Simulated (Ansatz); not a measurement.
Starting structure, (001) slab as cut from the bulk (Au, Cmcm (No. 63), (0 0 1) face):

```
CELL_PARAMETERS angstrom
2.86542 0.00000 0.00000
-1.43271 2.57038 0.00000
0.00000 0.00000 27.23033
ATOMIC_POSITIONS crystal
Au 0.33605 0.67210 0.27543
Au 0.66395 0.32790 0.36526
Au 0.33605 0.67210 0.45509
Au 0.66395 0.32790 0.54491
Au 0.33605 0.67210 0.63474
Au 0.66395 0.32790 0.72457
```

Theory: DFT PBE, scalar-relativistic, plane waves, PAW (Ansatz). Plane waves to 420 eV, a k mesh through Γ of 14×13×1 on the computed 6-atom cell and Gaussian smearing (0.10 eV); no spin polarisation. The cell repeats along c with a dipole correction in the vacuum.

All atoms are free. The cell is fixed. Force threshold 0.02 eV/Å.

Q: Where does it end?

A: The energy falls by 0.002 eV in 3 steps, to:

```xyz
6
Lattice="2.8654 0.0000 0.0000 -1.4327 2.5704 0.0000 0.0000 0.0000 27.2303" Properties=species:S:1:pos:R:3 pbc="T T T"
Au    0.0000    1.7272    7.4812
Au    1.4355    0.8425    9.9502
Au    0.0013    1.7305   12.3964
Au    1.4314    0.8399   14.8339
Au   -0.0028    1.7279   17.2802
Au    1.4327    0.8432   19.7492
```

Spin–orbit coupling is left out, which can shift energies with elements as heavy as these.

The reference crystal is a form of Au, which isn't its usual structure.

Cost: 1 run of about 3.1 core-minutes, on Intel Xeon 6975P-C (Granite Rapids) (shared hosts).